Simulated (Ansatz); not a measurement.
# Na (Im-3m) in Ansatz: settings compared

One crystal, Na, is run at these levels: LDA, revPBE, revPBE+D3(BJ)-ATM; tasks: ladder of functionals, single point, Wannier functions, density of states.

All numbers are computed with Ansatz 0.2.0; they aren't measurements. Logs are shortened: lines on timing, memory, paths and dates and some standing lists are left out, and cuts for length are marked.

### Step 1. Starting point

It takes space group Im-3m (No. 229, cubic). Conventional cell: a = 4.282 Å, b = 4.282 Å, c = 4.282 Å, α = 90.00°, β = 90.00°, γ = 90.00°. Na (site symmetry m-3m) is surrounded by 8 Na at 3.71 Å.

### Step 2. Ladder of functionals, LDA, non-collinear spin, ferromagnetic start

Contents of input.yaml:

```yaml
crystal:
  lattice:
    - [-2.141, 2.141, 2.141]
    - [2.141, -2.141, 2.141]
    - [2.141, 2.141, -2.141]
  atoms:
    - { symbol: Na, position: [0.0, 0.0, 0.0], spin: 0.5, spin_axis: [0.0, 0.0, 0.5] }
hamiltonian:
  xc: lda
  pseudopotentials: { kind: paw, partial_waves: polarizable }
magnetization:
  noncollinear: true
  spin_orbit: false
kpoints:
  mp_grid: { grid: [9, 9, 9] }
scf:
  occupations: { method: tetrahedron }
output:
  forces: true
  stress: true
  xc_energy_on_converged_density: [pbe, pbesol, rpbe, revpbe, blyp]
```

Potentials or basis: Ansatz PAW polarizable.

On the command line:

```
ansatz run input.yaml --threads 1 --pin off --max-ram 2560MiB --backend cpu --events-out ev --progress --plain --runs-dir out
```

What it wrote:

```text
Warning: output.forces, output.stress, relax.cell or npt_langevin: where a Kohn–Sham band that disperses or a degenerate level is filled in part under the method tetrahedron, the forces or the stress that this run publishes need not agree with its energy (scf.occupations.method in the input reference, under Limitations); prefer a smearing scheme for the forces or the stress
Warning: RAYON_NUM_THREADS=1 ignored (pool sized by the plan → 1); use --threads N
Engine: ansatz 0.2.0, x86_64-unknown-linux-gnu
Pseudopotentials: kind: paw
Pseudopotential: Na, paw, valence charge 9, recommended cutoff 420 eV (normal), Na.paw.azcp
Functional definition: SPW92
  exchange = slater_x
  correlation = pw_c
davidson cushion auto → on  (no smearing: the cushion is to keep the highest requested band from converging to the state above it; pin scf.eigensolver.cushion to override)
this run first makes a single point of its starting geometry on two collinear spin channels, or without spin where it has no moments, for its own SCFs to start from. `scf.lower_state_search: off` leaves that single point out
Crystal: 1 atoms, lattice volume = 39.256 Å³
Basis set: ecut = 420 eV, 767 PW (Γ)
Bands: 9, of which v1, the nominal top of the filled ones, is band 5 counted from 1 (4 counted from 0)
Symmetry: 48 space group operations
Space group: Im-3m (ITA 229), of the structure as read, at distance tolerance 3.4e-5 Å
Magnetic group: BNS 229.140 (UNI 1642), of the structure as read, at distance tolerance 3.4e-5 Å
k-points: 35 of 729
Non-local potential: Na, projectors of the file, l = 0: 3, l = 1: 2, l = 2: 1
PAW form: soft (Blöchl's): semilocal exchange-correlation on the pseudo side does not see the compensation charge
PAW frozen core: Na, regenerated for the run's functional, and the local potential with it (the file was generated under x = pbe(κ = 0.804, μ = 0.2195149727645171), c = pbe(β = 0.06672455060314922))
PAW one-centre angular grid: Na, 110 points (default); XC on 64 Gauss nodes
Initial density: superposition of atomic densities (chi_scale 0.1, normalization cell)
Starting moments: Σ|m| = 0.5 μB on 1 of 1 site
Initial wavefunctions: pseudopotential atomic-orbital guess
Functional: x = slater, c = lda
Partial waves of Na: polarizable
iter 1 solved again at ethr=2.33e-4 eV; its pass at ethr=3.10e-3 eV (dr2=2.10e-2 eV) is discarded
SCF iter   1: F=—  HF=-1466.502810 eV  |F-HF|=—  |Δ(HF+E_count)|=         —  Δρ=3.81e-2 (↑3.81e-2 ↓3.04e-2)  dr2=2.14e-2  dr2_m=4.22e-1  M=0.031 μB ∫|m|=0.046 μB  β_m=0.30  ethr=2.33e-4  ⟨swp⟩=1.3  Hψ=5247  notcnv=0
preconditioner: auto → Kerker (q_TF=auto, 2.134 Å⁻¹)  [metal: no gap  n_scr=12 (ndim 8)  ℏωp=5.9 eV  f_vac=0.000]
spin=Collinear: Kerker preconditioning applied to the charge; magnetization (m = ρ↑ − ρ↓) channel mixes plain (no charge-response kernel on spin).
SCF iter   2: F=—  HF=-1466.541341 eV  |F-HF|=—  |Δ(HF+E_count)|=   3.85e-2  Δρ=2.66e-2 (↑2.66e-2 ↓2.22e-2)  dr2=1.06e-2  dr2_m=2.14e-1  M=0.024 μB ∫|m|=0.035 μB  β_m=0.30  ethr=2.33e-4  ⟨swp⟩=1.9  Hψ=911  notcnv=0
SCF iter   3: F=—  HF=-1466.560300 eV  |F-HF|=—  |Δ(HF+E_count)|=   1.90e-2  Δρ=1.77e-2 (↑1.71e-2 ↓1.77e-2)  dr2=2.04e-3  dr2_m=1.09e-1  M=0.019 μB ∫|m|=0.027 μB  β_m=0.30  ethr=1.17e-4  ⟨swp⟩=2.4  Hψ=1233  notcnv=0
SCF iter   4: F=—  HF=-1466.571383 eV  |F-HF|=—  |Δ(HF+E_count)|=   1.11e-2  Δρ=1.26e-2 (↑1.22e-2 ↓1.26e-2)  dr2=5.56e-5  dr2_m=5.52e-2  M=0.015 μB ∫|m|=0.021 μB  β_m=0.30  ethr=2.27e-5  ⟨swp⟩=2.5  Hψ=1190  notcnv=0
SCF iter   5: F=—  HF=-1466.577300 eV  |F-HF|=—  |Δ(HF+E_count)|=   5.92e-3  Δρ=8.86e-3 (↑8.80e-3 ↓8.86e-3)  dr2=9.62e-6  dr2_m=2.81e-2  M=0.012 μB ∫|m|=0.016 μB  β_m=0.30  ethr=6.18e-7  ⟨swp⟩=2.2  Hψ=1276  notcnv=0
SCF iter   6: F=—  HF=-1466.580319 eV  |F-HF|=—  |Δ(HF+E_count)|=   3.02e-3  Δρ=6.32e-3 (↑6.32e-3 ↓6.28e-3)  dr2=4.78e-7  dr2_m=1.43e-2  M=0.010 μB ∫|m|=0.012 μB  β_m=0.30  ethr=1.07e-7  ⟨swp⟩=2.5  Hψ=1401  notcnv=0
SCF iter   7: F=—  HF=-1466.581869 eV  |F-HF|=—  |Δ(HF+E_count)|=   1.55e-3  Δρ=4.51e-3 (↑4.51e-3 ↓4.49e-3)  dr2=1.43e-7  dr2_m=7.28e-3  M=0.008 μB ∫|m|=0.010 μB  β_m=0.30  ethr=1.11e-9  ⟨swp⟩=3.0  Hψ=1562  notcnv=0
Mixer restart at iter 7: flushing history
spin-set hold released at iteration 7 (site moments contracting): the magnetisation degrees of freedom join the quasi-Newton model from the next iteration; the mixer history was flushed
SCF iter   8: F=—  HF=-1466.582663 eV  |F-HF|=—  |Δ(HF+E_count)|=   7.94e-4  Δρ=3.22e-3 (↑3.22e-3 ↓3.20e-3)  dr2=1.32e-7  dr2_m=3.72e-3  M=0.006 μB ∫|m|=0.008 μB  β_m=0.65  ethr=1.11e-9  ⟨swp⟩=3.0  Hψ=1555  notcnv=0
SCF iter   9: F=—  HF=-1466.583511 eV  |F-HF|=—  |Δ(HF+E_count)|=   8.48e-4  Δρ=4.70e-5 (↑4.53e-5 ↓4.70e-5)  dr2=4.25e-9  dr2_m=7.64e-7  M=0.001 μB ∫|m|=0.001 μB  β_m=0.82  ethr=1.11e-9  ⟨swp⟩=1.0  Hψ=3064  notcnv=0
iter 10 did not close the SCF: its close was put off for a magnetic moment that had not settled (scf_convergence_deferred on its scf_iter line)
SCF iter  10: F=-1466.583515 eV  HF=-1466.583515 eV  |F-HF|=4.72e-7  |Δ(HF+E_count)|=   3.17e-6  Δρ=1.62e-5 (↑1.57e-5 ↓1.62e-5)  dr2=1.37e-9  dr2_m=9.14e-8  M=0.001 μB ∫|m|=0.001 μB  β_m=0.91  ethr=4.72e-11  ⟨swp⟩=3.0  Hψ=1472  notcnv=0
iter 11 did not close the SCF: its close was put off for a magnetic moment that had not settled (scf_convergence_deferred on its scf_iter line)
SCF iter  11: F=-1466.583515 eV  HF=-1466.583515 eV  |F-HF|=2.66e-8  |Δ(HF+E_count)|=   6.91e-7  Δρ=3.55e-6 (↑3.54e-6 ↓3.55e-6)  dr2=1.92e-10  dr2_m=4.48e-9  M=0.000 μB ∫|m|=0.000 μB  β_m=0.96  ethr=1.52e-11  ⟨swp⟩=1.0  Hψ=2809  notcnv=0
SCF iter  12: F=-1466.583515 eV  HF=-1466.583515 eV  |F-HF|=1.30e-10  |Δ(HF+E_count)|=   4.27e-8  Δρ=3.49e-7 (↑3.27e-7 ↓3.49e-7)  dr2=7.65e-11  dr2_m=8.66e-13  M=0.000 μB ∫|m|=0.000 μB  ethr=2.13e-12  ⟨swp⟩=1.0  Hψ=2504  notcnv=0
SCF 1 converged in 12 iterations: F = -1466.583515 eV  dr2 = 7.65e-11
this run first made a single point of its starting geometry. This run's own SCFs start from that state's density. Of the state that the single point found these notices stand: stability_check_not_made.
Bands: 18, of which v1, the nominal top of the filled ones, is band 9 counted from 1 (8 counted from 0)
Symmetry: 48 space group operations + 48 with time reversal
Moments: of one size on atoms that these operations exchange, one fixing the others by the rotation that the starting moments gave each, and all in one plane where the starting moments lie in one or along one axis (crystal.symmetry.detect: false holds none)
Initial density: read from a saved state, or passed on in memory by an earlier SCF of this step, an earlier step, the calling program or the single point that the run made first
Stability of the state it starts from, as read at its close in the collinear treatment: not read, because cold or Methfessel-Paxton smearing, or corrected tetrahedra, fill the levels in a way that the test cannot read (fill_not_monotonic); its run was given moments
Starting moments: Σ|m| = 0.5 μB on 1 of 1 site; this step starts from the density that it was given
Listed functional: x = pbe(κ = 0.804, μ = 0.2195149727645171), c = pbe(β = 0.06672455060314922)
Listed functional: x = pbesol(κ = 0.804, μ = 0.12345679012345678), c = pbesol(β = 0.046)
Listed functional: x = rpbe, c = pbe(β = 0.06672455060314922)
Listed functional: x = revpbe(κ = 1.245, μ = 0.2195149727645171), c = pbe(β = 0.06672455060314922)
Listed functional: x = b88, c = lyp
Partial waves of Na: polarizable
iter 1 solved again at ethr=4.80e-10 eV; its pass at ethr=1.00e-1 eV (dr2=4.32e-8 eV) is discarded
SCF iter   1: F=—  HF=-1466.583515 eV  |F-HF|=—  |Δ(HF+E_count)|=         —  Δρ=6.65e-7  dr2=7.59e-11  dr2_m=1.77e-12  ethr=4.80e-10  |M|=2.49e-7 ∫|m|=3.59e-7 μB  |m|>n=0.0e0 m-floor=0.0e0 τ_xc=0.0e0  β_m=0.30  ⟨swp⟩=10.0  Hψ=6997  notcnv=0
spin=Noncollinear: Kerker preconditioning applied to the charge; magnetization (m_x, m_y, m_z) channels mix plain (no charge-response kernel on spin).
SCF iter   2: F=-1466.583515 eV  HF=-1466.583515 eV  |F-HF|=3.46e-11  |Δ(HF+E_count)|=  1.30e-11  Δρ=3.47e-7  dr2=2.49e-11  dr2_m=4.52e-13  ethr=1.00e-12  |M|=1.41e-6 ∫|m|=1.44e-6 μB  |m|>n=0.0e0 m-floor=0.0e0 τ_xc=2.6e-36  ⟨swp⟩=4.1  Hψ=1898  notcnv=0
WARN: the starting moments were not kept: the SCF closed with an absolute magnetisation of 1.4e-6 μB, where they sum to 0.5 μB in size (1 site). That is at most 0.1 of that sum. Measured as dr2_m measures the in/out step, that magnetisation stands 1.2e-13 eV from none, at or under the dr2_threshold of 1.0e-7 eV: it is no larger than a step whose dr2_m would equal this threshold. The system may hold no moment; this SCF shows only that its start led to no more than that. This SCF took its magnetisation from a saved state (the deck's checkpoint.read, a session's seed or a resume), or from the single point or search that the run made first, and not from the starting moments. Where the run's atoms have moved since that state, how it is taken is a key of its own (checkpoint.density_extrapolation: follow_atoms, where typed, takes the whole of its magnetisation to them with its atoms, but for some exceptions; the density_extrapolation keyword of a session's seed is the same key). To be rid of a resumed run's state, run its deck in a fresh run directory. To be rid of the state of a single point that the run made first, give starting moments in the input or, where a deck that gives them still makes one, type scf.lower_state_search: off. To try another start, run it without that state.
SCF 2 converged in 2 iterations: F = -1466.583515 eV  dr2 = 2.49e-11
SCF converged after 2 iterations
Stability not checked: this state was not tested for a lower state beside it, because cold or Methfessel-Paxton smearing, or corrected tetrahedra, fill the levels in a way that the test cannot read (fill_not_monotonic; see scf.lower_state_search)
Magnetization: |M| = 0.0000 μB,  M = (-0.0000, +0.0000, +0.0000) μB
Absolute magnetization: 0.0000 μB (∫|m|, with the PAW one-centre terms)
  site 0: m = (+0.0000, +0.0000, +0.0000) μB, |m| = 0.0000 μB  (R = 1.53 Å)
Free energy (F): -1466.583515 eV
Harris-Foulkes:  -1466.583515 eV  (|F-HF|=3.46e-11)
Internal energy: -1466.583515 eV  (E = F + TS)
E sigma→0 (E₀):  -1466.583515 eV
Fermi energy:    1.397182 eV
--- Per-component energies (eV) ---
  E_band       = -244.435324
  E_kinetic    = 119.872438
  E_local      = -1459.270091  (includes V_loc(G=0)·N_el)
  E_nonlocal   = 116.560562
  E_hartree    = 533.619611
  E_xc         = -37.178305
  E_vxc        = -48.373983  (∫ρ·V_xc dr)
  E_paw        = -244.684350  (= ΣΔE_a)
  E_vpaw       = -40.463678  (= ΣTr[D̂ρ^β])
  E_aug_tail   = -0.000016  (compensation charges beyond the density's cutoff)
  E_ewald      = -495.644254
  E_core_change = 0.140890  (= ΣΔE_core)
  E_smearing   = -0.000000  (= −TS)
  E_closure    = 0.000000  (closes the sum)
  Σ components = -1466.583515   (vs F -1466.583515, Δ=0.00e0)
--- Forces (eV/Å), atoms counted from 1 ---
  atom   1  Na    -0.00000000    -0.00000000    -0.00000000
  max |Σ_I F_I| component: 2.05e-25 eV/Å
--- Stress (GPa, compression-positive) ---
       -1.104694       0.000000      -0.000000
        0.000000      -1.104694       0.000000
       -0.000000      -0.000000      -1.104694
  P = ⅓ Tr σ = -1.1047 GPa (-11.047 kbar)
--- E_xc of listed functionals on the converged density (eV per cell; not total energies) ---
  on the closing iteration's output density plus the core of the run's pseudopotentials (for a meta-GGA, its output tau too, plus the cores' where a run under it adds that), as the run's own E_xc is; on PAW an entry holds the one-centre parts besides; self-consistent for lda alone
  E_xc = -390.105137  pbe
  E_xc = -379.560225  pbesol
  E_xc = -392.785344  rpbe
  E_xc = -392.056782  revpbe
  E_xc = -393.052434  blyp
--- Band table (eV; the first three rows and the last of 35) ---
  k-point 0: bands = ["-51.1881", "-51.1881", "-23.6796", "-23.6796", "-23.6796", "-23.6796", "-23.6796", "-23.6796", "-1.8242", "-1.8242", "12.6213", "12.6213", "12.6213", "12.6213", "12.6213", "12.6213", "13.6837", "13.6837"]
  k-point 1: bands = ["-51.1879", "-51.1879", "-23.6831", "-23.6831", "-23.6808", "-23.6808", "-23.6796", "-23.6796", "-1.6158", "-1.6158", "10.5035", "10.5035", "11.6608", "11.6608", "11.8712", "11.8712", "12.4798", "12.4798"]
  k-point 2: bands = ["-51.1875", "-51.1875", "-23.6918", "-23.6918", "-23.6838", "-23.6838", "-23.6796", "-23.6796", "-0.9951", "-0.9951", "7.7760", "7.7760", "10.5353", "10.5353", "10.9650", "10.9650", "11.3979", "11.3979"]
  k-point 34: bands = ["-51.1853", "-51.1853", "-23.7010", "-23.7010", "-23.7004", "-23.7004", "-23.7004", "-23.7004", "4.4708", "4.4708", "5.9323", "5.9323", "6.0861", "6.0861", "6.0861", "6.0861", "7.0550", "7.0551"]
```

It took 4.8 s on 1 thread of AMD EPYC 7B13 (Zen 3), shared host; peak memory 0.37 GiB.

Results:

```
Free energy            : -1466.5835 eV
Pressure               : -1.1 GPa
Band gap on the k mesh : none (metal or under the smearing width)
Net moment             : 0.00 μB per cell
Absolute moment        : 0.00 μB per cell
```

Levels at points of the mesh, in eV from the Fermi level:
| k point | band 4 | band 5 | band 6 | band 7 | band 8 | band 9 | band 10 | band 11 | band 12 | band 13 |
| --- | --- | --- | --- | --- | --- | --- | --- | --- | --- | --- |
| (0.00, 0.00, 0.00) | -25.08 | -25.08 | -25.08 | -25.08 | -25.08 | -3.22 | -3.22 | 11.22 | 11.22 | 11.22 |

Moments on the atoms (μB; x, y, z):
```
Na  0.00 0.00 0.00
```

Caveat: the PAW data sets come from PBE, with cores solved anew for the run's functional, which leaves a small shift of forces and pressure; with tetrahedron occupations forces and stress needn't match the slope of the energy; the starting moments weren't kept.

### Step 3. Single point, revPBE, 39.26 Å³/atom

Contents of input.yaml:

```yaml
crystal:
  lattice:
    - [-2.141, 2.141, 2.141]
    - [2.141, -2.141, 2.141]
    - [2.141, 2.141, -2.141]
  atoms:
    - { symbol: Na, position: [0.0, 0.0, 0.0] }
hamiltonian:
  xc: revpbe
  pseudopotentials: { kind: nc, source: spms }
kpoints:
  mp_grid: { grid: [9, 9, 9] }
scf:
  occupations: { method: fermi_dirac, width: 0.1 }
output:
  forces: true
  stress: true
  eigenvalues: true
  write_density: true
  write_potential: true
  elf: true
  volumetric_format: npy
```

Potentials or basis: SPMS NC.

On the command line:

```
ansatz run input.yaml --threads 1 --pin off --max-ram 2560MiB --backend cpu --events-out ev --progress --plain --runs-dir out
```

What it wrote:

```text
Warning: RAYON_NUM_THREADS=1 ignored (pool sized by the plan → 1); use --threads N
[... 1 set-up line as earlier in the session ...]
Pseudopotentials: kind: nc
Pseudopotential: Na, nc, valence charge 9, recommended cutoff 653.073269903712 eV (normal), Na.nc.azcp
Functional definition: revPBE
  parameter kappa = 1.245
  parameter beta = 0.06672455060314922
  exchange = pbe_x(kappa = kappa, mu = beta*pi^2/3)
  correlation = pbe_c(beta = beta)
Crystal: 1 atoms, lattice volume = 39.256 Å³
Basis set: ecut = 653.073269903712 eV, 1481 PW (Γ), exchange–correlation on 64×64×64 points (8 copies of the dense FFT grid, shifted against one another)
Bands: 9, of which v1, the nominal top of the filled ones, is band 5 counted from 1 (4 counted from 0)
[... 2 set-up lines as earlier in the session ...]
k-points: 35 of 729
Non-local potential: Na, projectors of the file, l = 0: 2, l = 1: 2
[... 2 set-up lines as earlier in the session ...]
Functional: x = revpbe(κ = 1.245, μ = 0.2195149727645171), c = pbe(β = 0.06672455060314922)
SCF iter   1: F=—  HF=-1137.794063 eV  |F-HF|=—  |Δ(HF+E_count)|=         —  Δρ=4.39e-3  dr2=1.09e-2  ethr=3.10e-3  ⟨swp⟩=5.5  Hψ=2142  notcnv=0
preconditioner: auto → Kerker (q_TF=auto, 2.134 Å⁻¹)  [metal: Δε(μ)=0.192 eV  Ē_g=7.623 eV  σ=0.100 eV  W_gap=0.44  n_scr=12 (ndim 8)  ℏωp=5.9 eV  f_vac=0.000  D(μ)=0.41/eV (n_scr^D=0)]
SCF iter   2: F=—  HF=-1137.794811 eV  |F-HF|=—  |Δ(HF+E_count)|=   7.48e-4  Δρ=3.08e-3  dr2=5.98e-3  ethr=1.21e-4  ⟨swp⟩=1.3  Hψ=609  notcnv=0
SCF iter   3: F=—  HF=-1137.794962 eV  |F-HF|=—  |Δ(HF+E_count)|=   1.52e-4  Δρ=8.45e-4  dr2=5.46e-4  ethr=6.65e-5  ⟨swp⟩=1.0  Hψ=313  notcnv=0  defer=1
SCF iter   4: F=—  HF=-1137.794921 eV  |F-HF|=—  |Δ(HF+E_count)|=   4.16e-5  Δρ=1.02e-4  dr2=1.16e-6  ethr=6.07e-6  ⟨swp⟩=1.5  Hψ=361  notcnv=0  defer=1
SCF iter   5: F=—  HF=-1137.794925 eV  |F-HF|=—  |Δ(HF+E_count)|=   3.99e-6  Δρ=1.44e-5  dr2=5.25e-8  ethr=1.11e-9  ⟨swp⟩=10.3  Hψ=2294  notcnv=0
SCF iter   6: F=-1137.794925 eV  HF=-1137.794925 eV  |F-HF|=3.71e-9  |Δ(HF+E_count)|=   1.18e-7  Δρ=4.44e-6  dr2=3.41e-9  ethr=5.83e-10  ⟨swp⟩=5.1  Hψ=1555  notcnv=0
SCF 1 converged in 6 iterations: F = -1137.794925 eV  dr2 = 3.41e-9
SCF converged after 6 iterations
Free energy (F): -1137.794925 eV
Harris-Foulkes:  -1137.794925 eV  (|F-HF|=3.71e-9)
Internal energy: -1137.781194 eV  (E = F + TS)
E sigma→0 (E₀):  -1137.788059 eV
Entropy (-TS):   -0.013731 eV (-13.731 meV/atom)
Fermi energy:    1.884402 eV
--- Per-component energies (eV) ---
  E_band       = -241.321313
  E_kinetic    = 556.480917
  E_local      = -1191.345165  (includes V_loc(G=0)·N_el)
  E_nonlocal   = -290.078440
  E_hartree    = 449.927186
  E_xc         = -167.121438
  E_vxc        = -216.233166  (∫ρ·V_xc dr)
  E_ewald      = -495.644254
  E_smearing   = -0.013731  (= −TS)
  E_closure    = 0.000000  (closes the sum)
  Σ components = -1137.794925   (vs F -1137.794925, Δ=0.00e0)
--- Forces (eV/Å), atoms counted from 1 ---
  atom   1  Na    -0.00000000    -0.00000000     0.00000000
  max |Σ_I F_I| component: 2.05e-33 eV/Å
--- Stress (GPa, compression-positive) ---
        0.104976      -0.000000      -0.000000
       -0.000000       0.104976      -0.000000
       -0.000000       0.000000       0.104976
  P = ⅓ Tr σ = 0.1050 GPa (1.050 kbar)
--- Band table (eV; the first three rows and the last of 35) ---
  k-point 0: bands = ["-51.2613", "-23.2271", "-23.2271", "-23.2271", "-1.2893", "13.3059", "13.3059", "13.3059", "14.1999"]
  k-point 1: bands = ["-51.2611", "-23.2303", "-23.2282", "-23.2270", "-1.0802", "11.0849", "12.2385", "12.6317", "13.0170"]
  k-point 2: bands = ["-51.2607", "-23.2386", "-23.2310", "-23.2270", "-0.4575", "8.3442", "11.0818", "11.7540", "11.9419"]
  k-point 34: bands = ["-51.2587", "-23.2473", "-23.2468", "-23.2468", "4.9968", "6.3454", "6.7189", "6.7189", "7.6247"]
```

v_z.tsv:

```text
# z_ang	v_es[eV]	v_tot[eV]
# format = ansatz-planar-average/11
# xc	revpbe
# density_cutoff_ev	2612.293079614848
# datasets	Na=:simpson_from_first_knot
# lattice	-2.141000000	2.141000000	2.141000000
# lattice	2.141000000	-2.141000000	2.141000000
# lattice	2.141000000	2.141000000	-2.141000000
# sites	1
# site	11	0.000000000	0.000000000	0.000000000
0.000000	-3.140495e0	-1.162493e1
0.115885	-2.880929e0	-1.130569e1
0.231770	-2.173095e0	-1.041615e1
0.347655	-1.196905e0	-9.133023e0
0.463540	-1.767202e-1	-7.692021e0
0.579425	6.968412e-1	-6.316895e0
[... 24 lines left out ...]
3.476551	-2.173095e0	-1.041615e1
3.592436	-2.880929e0	-1.130569e1
```

Run time: 1.3 s. Hardware: 1 thread of AMD EPYC 7B13 (Zen 3), shared host; peak memory 0.31 GiB.

Results:

```yaml
Free_energy: -1137.7949 eV
Pressure: 0.1 GPa
Band_gap_on_the_k_mesh: none (metal or under the smearing width)
```

Caveat: the potentials were made for another functional, which shifts forces and pressure.

[end of part 1 of 2]
